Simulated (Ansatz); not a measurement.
# As (R-3m) in Ansatz: settings compared

Aim: see how the results for As move with the level of theory and the settings. Levels: r2SCAN0, r2SCAN0 form with a typed share of exact exchange. Tasks: single point.

All numbers are computed with Ansatz 0.2.0; they aren't measurements. Logs are shortened: lines on timing, memory, paths and dates and some standing lists are left out, and cuts for length are marked.

## (1) The crystal as given

The structure is trigonal, space group R-3m (No. 166). The conventional cell has a = 3.762 Å, b = 3.762 Å, c = 10.542 Å, α = 90.00°, β = 90.00°, γ = 120.00°. As (site symmetry 3m) is surrounded by 3 As at 2.51 Å.

## (2) Single point, r2SCAN0

File input.yaml:

```yaml
crystal:
  lattice:
    - [1.8807968987, 1.0858785957, 3.5140619945]
    - [-1.8807968987, 1.0858785957, 3.5140619945]
    - [0.0, -2.1717571915, 3.5140619945]
  atoms:
    - { symbol: As, position: [0.226, 0.226, 0.226] }
    - { symbol: As, position: [0.774, 0.774, 0.774] }
hamiltonian:
  xc: { exchange: r2scan, correlation: r2scan, exx: { coeff: 0.25 } }
  pseudopotentials: { kind: paw }
kpoints:
  mp_grid: { grid: [5, 5, 5] }
scf:
  occupations: { method: fermi_dirac, width: 0.05 }
output:
  forces: true
  stress: true
  eigenvalues: true
```

Potentials or basis: Ansatz PAW.

The run is started by

```bash
$ ansatz run input.yaml --threads 2 --pin off --max-ram 5632MiB --backend cpu --events-out ev --progress --plain --runs-dir out
```

The log of the run:

```text
Warning: output.stress: scf.convergence.dr2_threshold = 1e-7 eV (the SCF's general default) is looser than the 2e-10 eV advised for a printed stress (1e-10 eV for each atom of the cell: 2). What an SCF threshold leaves in a stress goes as its square root, and in the free energy as the threshold itself, and one threshold admits the most on a small cell: of the crystals measured, under no hybrid functional and no lock of the moments, on runs that ended without the residual-converged pass, on stresses that held no estimate of that error, the worst erred by over 100 MPa in a component at 1e-7 eV an atom and by under 5 at 1e-10. Set scf.convergence.dr2_threshold to 2e-10 eV or tighter. The threshold is an SCF's pass mark: one that does not reach it within its budget of iterations ends unconverged, or closes short of it on a stop that the run arms, and scf.convergence.dr2_threshold's page says what that costs each kind of run
Warning: output.stress: scf.exx.energy_threshold = 1e-6 eV is looser than the 2e-8 eV advised for a stress under a hybrid functional (1e-8 eV for each atom of the cell: 2). Every SCF of the exchange loop can meet its threshold on dr2 while the loop round them stops early: no threshold on dr2 bounds what that leaves in the stress. Set scf.exx.energy_threshold to 2e-8 eV or tighter. The threshold is the loop's pass mark: a loop that does not reach it within its budget of cycles ends unconverged, and scf.exx.energy_threshold's page has the law
Warning: RAYON_NUM_THREADS=2 ignored (pool sized by the plan → 2); use --threads N
Engine: ansatz 0.2.0, aarch64-unknown-linux-gnu
Pseudopotentials: kind: paw
Pseudopotential: As, paw, valence charge 15, recommended cutoff 500 eV (meta_gga), As.paw.azcp
Functional definition: unnamed
  parameter a_1 = 0.25
  exchange = (1 - a_1)*r2scan_x + a_1*exact_x
  correlation = r2scan_c
Crystal: 2 atoms, lattice volume = 43.061 Å³
Basis set: ecut = 500 eV, 1111 PW (Γ), exchange–correlation on 128×128×128 points (64 copies of the dense FFT grid, shifted against one another)
Bands: 19, of which v1, the nominal top of the filled ones, is band 15 counted from 1 (14 counted from 0)
Symmetry: 12 space group operations
Space group: R-3m (ITA 166), of the structure as read, at distance tolerance 3.5e-5 Å
k-points: 19 of 125
Non-local potential: As, projectors of the file, l = 0: 2, l = 1: 2, l = 2: 3, l = 3: 1
PAW form: soft (Blöchl's): semilocal exchange-correlation on the pseudo side does not see the compensation charge
PAW frozen core: As, regenerated for the run's functional, and the local potential with it (the file was generated under x = pbe(κ = 0.804, μ = 0.2195149727645171), c = pbe(β = 0.06672455060314922))
PAW one-centre angular grid: As, 590 points (default); XC on 160 Gauss nodes
Initial density: superposition of atomic densities (neutral atoms: chi_scale 0, normalization atom), corrected by the library's trained network
Initial wavefunctions: pseudopotential atomic-orbital guess
Functional: x = r2scan, c = r2scan; τ floored in thin density (d = 2e-4 eV/Å³), warm-up for x = 0.75 r2scan + 0.25 exact, c = r2scan; τ floored in thin density (d = 2e-4 eV/Å³)
SCF iter   1: F=—  HF=-9729.153366 eV  |F-HF|=—  |Δ(HF+E_count)|=         —  Δρ=2.22e-3  dr2=1.30e-3  dr2_τ=2.45e-3  ethr=1.77e-3  ⟨swp⟩=6.9  Hψ=1396  notcnv=0
preconditioner: auto → none  [insulator: Δε(μ)=0.140 eV  Ē_g=10.864 eV  σ=0.050 eV  W_gap=0.61  n_scr=14 (ndim 8)  ℏωp=17.9 eV  f_vac=0.007  D(μ)=0.61/eV (n_scr^D=0)]
SCF iter   2: F=—  HF=-9729.163888 eV  |F-HF|=—  |Δ(HF+E_count)|=   1.05e-2  Δρ=1.28e-3  dr2=4.27e-4  dr2_τ=9.88e-6  ethr=4.32e-6  ⟨swp⟩=4.0  Hψ=1200  notcnv=0
SCF iter   3: F=—  HF=-9729.164207 eV  |F-HF|=—  |Δ(HF+E_count)|=   3.20e-4  Δρ=5.67e-4  dr2=8.16e-5  dr2_τ=1.85e-6  ethr=1.42e-6  ⟨swp⟩=2.3  Hψ=654  notcnv=0
iter 4 solved again at ethr=4.23e-9 eV; its pass at ethr=2.72e-7 eV (dr2=1.27e-6 eV) is discarded
SCF iter   4: F=—  HF=-9729.164294 eV  |F-HF|=—  |Δ(HF+E_count)|=   8.68e-5  Δρ=6.36e-5  dr2=1.12e-6  dr2_τ=4.23e-8  ethr=4.23e-9  ⟨swp⟩=4.0  Hψ=1654  notcnv=0
eigensolver tolerance schedule: the retry pair's looser diagonalisation over-reported the residual by 0.13 of it (diagonalisation noise at 0.13 of the residual, at the tolerance the schedule requests for it); recorded, not acted on — ethr = c·dr2/N_el stays at c = 1.0e-1
SCF iter   5: F=—  HF=-9729.164295 eV  |F-HF|=—  |Δ(HF+E_count)|=   8.60e-7  Δρ=1.29e-5  dr2=2.61e-8  dr2_τ=1.34e-9  ethr=3.73e-9  ⟨swp⟩=3.2  Hψ=749  notcnv=0
SCF iter   6: F=—  HF=-9729.164295 eV  |F-HF|=—  |Δ(HF+E_count)|=   5.98e-8  Δρ=2.57e-6  dr2=2.34e-9  dr2_τ=6.84e-11  ethr=8.69e-11  ⟨swp⟩=4.0  Hψ=1062  notcnv=0
SCF iter   7: F=-9729.164295 eV  HF=-9729.164295 eV  |F-HF|=7.28e-12  |Δ(HF+E_count)|=  8.51e-10  Δρ=7.80e-7  dr2=8.37e-11  dr2_τ=2.45e-12  ethr=7.79e-12  ⟨swp⟩=3.1  Hψ=740  notcnv=0
SCF 1 converged in 7 iterations: F = -9729.164295 eV  dr2 = 8.37e-11
Initial density: handed on by an earlier stage of this run
Initial wavefunctions: those handed on with the density
Functional: x = 0.75 r2scan + 0.25 exact, c = r2scan; τ floored in thin density (d = 2e-4 eV/Å³)
Frozen-core exchange: fock
iter 1 solved again at ethr=1.20e-5 eV; its pass at ethr=1.00e-1 eV (dr2=3.60e-3 eV) is discarded
SCF iter   1: F=—  HF=-9727.354533 eV  |F-HF|=—  |Δ(HF+E_count)|=         —  Δρ=5.12e-3  dr2=6.57e-3  dr2_τ=2.04e-4  ethr=1.20e-5  ⟨swp⟩=4.3  Hψ=2080  notcnv=0
preconditioner: auto → none  [insulator: Δε(μ)=0.538 eV  Ē_g=12.688 eV  σ=0.050 eV  W_gap=0.99  n_scr=14 (ndim 8)  ℏωp=17.9 eV  f_vac=0.007  D(μ)=0.02/eV (n_scr^D=0)]
SCF iter   2: F=—  HF=-9727.349027 eV  |F-HF|=—  |Δ(HF+E_count)|=   5.51e-3  Δρ=2.13e-3  dr2=2.40e-3  dr2_τ=1.01e-5  ethr=1.20e-5  ⟨swp⟩=3.0  Hψ=1007  notcnv=0
SCF iter   3: F=—  HF=-9727.349012 eV  |F-HF|=—  |Δ(HF+E_count)|=   1.53e-5  Δρ=7.72e-4  dr2=1.69e-3  dr2_τ=1.35e-6  ethr=2.63e-6  ⟨swp⟩=2.0  Hψ=647  notcnv=0
SCF iter   4: F=—  HF=-9727.358360 eV  |F-HF|=—  |Δ(HF+E_count)|=   9.35e-3  Δρ=8.79e-4  dr2=4.84e-4  dr2_τ=3.61e-6  ethr=3.11e-7  ⟨swp⟩=4.0  Hψ=1248  notcnv=0
SCF iter   5: F=—  HF=-9727.358271 eV  |F-HF|=—  |Δ(HF+E_count)|=   8.87e-5  Δρ=1.25e-4  dr2=2.22e-4  dr2_τ=1.56e-7  ethr=3.11e-7  ⟨swp⟩=3.0  Hψ=925  notcnv=0
SCF iter   6: F=—  HF=-9727.359123 eV  |F-HF|=—  |Δ(HF+E_count)|=   8.52e-4  Δρ=5.69e-4  dr2=1.28e-4  dr2_τ=1.19e-6  ethr=2.20e-8  ⟨swp⟩=4.1  Hψ=1300  notcnv=0
SCF iter   7: F=-9727.359085 eV  HF=-9727.359085 eV  |F-HF|=1.18e-7  |Δ(HF+E_count)|=   3.79e-5  Δρ=4.77e-5  dr2=4.57e-6  dr2_τ=1.90e-8  ethr=2.20e-8  ⟨swp⟩=4.0  Hψ=1220  notcnv=0
SCF 2 stopped early in 7 iterations: F = -9727.359085 eV  dr2 = 4.57e-6
  Residual-converged pass: ⟨swp⟩=3.0  Hψ=758  notcnv=0  max |occ|·‖R‖ = 6.6e-6 eV (tolerance 6.7e-6 eV)  dr2=4.57e-6  dr2_τ=1.89e-8  dr2_onsite=1.85e-7  max |Δocc| = 1.9e-12
hybrid outer 1: dexx = +1.373e-2 eV, tail = 8.27e-5 eV
Frozen-core exchange: fock
SCF iter   1: F=—  HF=-9727.359059 eV  |F-HF|=—  |Δ(HF+E_count)|=         —  Δρ=2.80e-5  dr2=9.77e-6  dr2_τ=1.10e-8  ethr=1.38e-6  ⟨swp⟩=2.9  Hψ=756  notcnv=0
preconditioner: auto → none  [insulator: Δε(μ)=0.754 eV  Ē_g=12.706 eV  σ=0.050 eV  W_gap=1.00  n_scr=14 (ndim 8)  ℏωp=17.9 eV  f_vac=0.006  D(μ)=0.00/eV (n_scr^D=0)]
SCF iter   2: F=—  HF=-9727.359061 eV  |F-HF|=—  |Δ(HF+E_count)|=   1.79e-6  Δρ=1.61e-5  dr2=9.48e-6  dr2_τ=5.68e-9  ethr=1.13e-9  ⟨swp⟩=4.0  Hψ=1281  notcnv=0
SCF iter   3: F=—  HF=-9727.359294 eV  |F-HF|=—  |Δ(HF+E_count)|=   2.33e-4  Δρ=1.85e-5  dr2=3.50e-7  dr2_τ=1.05e-9  ethr=2.76e-10  ⟨swp⟩=4.0  Hψ=1246  notcnv=0
SCF iter   4: F=—  HF=-9727.359294 eV  |F-HF|=—  |Δ(HF+E_count)|=   5.28e-8  Δρ=5.08e-6  dr2=1.93e-7  dr2_τ=1.47e-10  ethr=2.76e-10  ⟨swp⟩=3.0  Hψ=740  notcnv=0
SCF iter   5: F=—  HF=-9727.359294 eV  |F-HF|=—  |Δ(HF+E_count)|=   9.05e-7  Δρ=7.51e-6  dr2=4.23e-8  dr2_τ=2.05e-10  ethr=2.46e-11  ⟨swp⟩=4.0  Hψ=1255  notcnv=0
SCF iter   6: F=—  HF=-9727.359294 eV  |F-HF|=—  |Δ(HF+E_count)|=   1.05e-8  Δρ=5.16e-7  dr2=1.29e-8  dr2_τ=7.31e-13  ethr=2.46e-11  ⟨swp⟩=4.0  Hψ=829  notcnv=0
Mixer restart at iter 6: flushing history
SCF iter   7: F=—  HF=-9727.359295 eV  |F-HF|=—  |Δ(HF+E_count)|=   3.25e-8  Δρ=2.76e-6  dr2=4.03e-9  dr2_τ=3.43e-11  ethr=1.00e-12  ⟨swp⟩=4.1  Hψ=1203  notcnv=0
SCF iter   8: F=-9727.359295 eV  HF=-9727.359295 eV  |F-HF|=1.75e-10  |Δ(HF+E_count)|=  2.80e-10  Δρ=7.30e-7  dr2=3.19e-10  dr2_τ=6.35e-12  ethr=1.00e-12  ⟨swp⟩=4.2  Hψ=1213  notcnv=0
SCF 3 converged in 8 iterations: F = -9727.359295 eV  dr2 = 3.19e-10
  Residual-converged pass: ⟨swp⟩=2.2  Hψ=647  notcnv=0  max |occ|·‖R‖ = 2.5e-7 eV (tolerance 2.7e-7 eV)  dr2=3.19e-10  dr2_τ=6.35e-12  dr2_onsite=3.84e-11  max |Δocc| = 2.2e-15
hybrid outer 2: dexx = +3.433e-6 eV, tail = 3.58e-8 eV, Δε = 3.98e-3 eV (about 1.70e-4 eV left of the loop's levels), ΔF = 1.47e-3 eV/Å (tail 6.83e-4)
hybrid SCF converged: 2 outer / 15 inner (+7 warm-up), last move |dexx| = 3.43e-6 eV, tail = 3.58e-8 eV
Stability not checked: this state was not tested for a lower state beside it, because the functional holds exact exchange (a hybrid, or Hartree-Fock), whose exchange loop this test does not read (fock_operator; see scf.lower_state_search)
Free energy (F): -9727.359295 eV
Frozen-core exchange: fock
Harris-Foulkes:  -9727.359295 eV  (|F-HF|=1.75e-10)
Internal energy: -9727.359251 eV  (E = F + TS)
E sigma→0 (E₀):  -9727.359273 eV
Entropy (-TS):   -0.000043 eV (-0.022 meV/atom)
Fermi energy:    10.927697 eV
--- Per-component energies (eV) ---
  E_band       = -583.214547
  E_kinetic    = 203.260742
  E_local      = -3345.195518  (includes V_loc(G=0)·N_el)
  E_nonlocal   = -1341.318998
  E_hartree    = 1854.735516
  E_xc         = -115.237525
  E_vxc        = -128.616845  (∫ρ·V_xc dr)
  E_exx        = -134.535468  (= α·E_x^exact, valence–valence)
  E_paw        = -3589.165081  (= ΣΔE_a)
  E_vpaw       = 582.646409  (= ΣTr[D̂ρ^β])
  E_aug_tail   = -0.000012  (compensation charges beyond the density's cutoff)
  E_vtau       = 5.609533  (kinetic-family band-sum trace: ∫τ·v_τ [+ j·A + Jᵃ·Aᵃ] dr)
  E_ewald      = -3256.407433
  E_core_change = -3.495473  (= ΣΔE_core)
  E_smearing   = -0.000043  (= −TS)
  E_closure    = -0.000000  (closes the sum)
  Σ components = -9727.359295   (vs F -9727.359295, Δ=0.00e0)
--- Forces (eV/Å), atoms counted from 1 ---
  atom   1  As     0.00000000     0.00000000    -0.20817819
  atom   2  As    -0.00000000    -0.00000000     0.20817819
  max |Σ_I F_I| component: 5.78e-19 eV/Å
--- Stress (GPa, compression-positive) ---
       -0.258915      -0.000000      -0.000000
       -0.000000      -0.258915      -0.000000
       -0.000000      -0.000000       0.047589
  P = ⅓ Tr σ = -0.1567 GPa (-1.567 kbar)
--- Band table (eV; the first three rows and the last of 19) ---
  k-point 0: bands = ["-30.5985", "-30.5985", "-30.5467", "-30.5467", "-30.4994", "-30.4668", "-30.4668", "-30.4460", "-30.4265", "-30.4265", "-7.0918", "3.7875", "7.2031", "7.7233", "7.7233", "12.9592", "14.4369", "14.4369", "18.7650"]
  k-point 1: bands = ["-30.5948", "-30.5869", "-30.5419", "-30.5371", "-30.4982", "-30.4729", "-30.4666", "-30.4593", "-30.4321", "-30.4309", "-6.4846", "1.7781", "6.9768", "7.3309", "8.2320", "12.9025", "13.8411", "13.9176", "17.5326"]
  k-point 2: bands = ["-30.5879", "-30.5620", "-30.5286", "-30.5153", "-30.4965", "-30.4927", "-30.4886", "-30.4633", "-30.4426", "-30.4406", "-4.7573", "-1.5431", "6.8060", "6.8319", "9.3924", "11.3050", "12.0443", "12.8822", "19.5071"]
  k-point 18: bands = ["-30.5878", "-30.5798", "-30.5382", "-30.5336", "-30.4961", "-30.4742", "-30.4675", "-30.4610", "-30.4407", "-30.4403", "-5.1411", "-1.0240", "4.4900", "6.9842", "9.0193", "13.3997", "13.4480", "16.2104", "19.2850"]
```

It took 28 s on 2 threads of Arm Neoverse V1, shared host; peak memory 1 GiB.

Results:

- Free energy: -9727.3593 eV
- Pressure: -0.2 GPa
- Largest force: 0.208 eV/Å
- Band gap on the k mesh: 0.75 eV, indirect (least direct gap 1.13 eV)

Forces in eV/Å, atoms in the order of the input:
```
As   0.000  0.000 -0.208
As   0.000  0.000  0.208
```

Stress tensor (GPa, compression positive):
```
-0.26  0.00  0.00
 0.00 -0.26  0.00
 0.00  0.00  0.05
```

Caveat: odd divisions of the mesh miss points on the zone boundary, where band edges often lie, so the gap on the mesh can be too wide; the PAW data sets come from PBE, with cores solved anew for the run's functional, which leaves a small shift of forces and pressure; the thresholds are loose for stress.

## (3) Single point, r2SCAN0 form with a typed share of exact exchange

Edit input.yaml of step 2 so:

```diff
@@ -9,3 +9,3 @@
 hamiltonian:
-  xc: { exchange: r2scan, correlation: r2scan, exx: { coeff: 0.25 } }
+  xc: { exchange: r2scan, correlation: r2scan, exx: { coeff: 0.35 } }
   pseudopotentials: { kind: paw }
```

Potentials or basis: Ansatz PAW.

The run is started by

```bash
$ ansatz run input.yaml --threads 2 --pin off --max-ram 5632MiB --backend cpu --events-out ev --progress --plain --runs-dir out
```

It took 35 s on 2 threads of Arm Neoverse V1, shared host; peak memory 1 GiB.

The run converged. Its results:

```yaml
Free_energy: -9726.6702 eV
Pressure: -0.8 GPa
Largest_force: 0.286 eV/Å
Band_gap_on_the_k_mesh: 1.05 eV, indirect (least direct gap 1.43 eV)
```

Forces on the atoms (eV/Å):
```
As   0.000  0.000 -0.286
As   0.000  0.000  0.286
```

Stress tensor (GPa, compression positive):
```
-1.16  0.00  0.00
 0.00 -1.16  0.00
 0.00  0.00 -0.06
```

Levels at points of the mesh, in eV from the valence-band top:
| k point | band 12 | band 13 | band 14 | band 15 | band 16 | band 17 | band 18 | band 19 |
| --- | --- | --- | --- | --- | --- | --- | --- | --- |
| (0.00, 0.00, 0.00) | -7.01 | -3.54 | -2.97 | -2.97 | 2.78 | 4.33 | 4.33 | 8.65 |

Caveat: odd divisions of the mesh miss points on the zone boundary, where band edges often lie, so the gap on the mesh can be too wide; the PAW data sets come from PBE, with cores solved anew for the run's functional, which leaves a small shift of forces and pressure; the thresholds are loose for stress.

(Continued in part 2 of 2.)
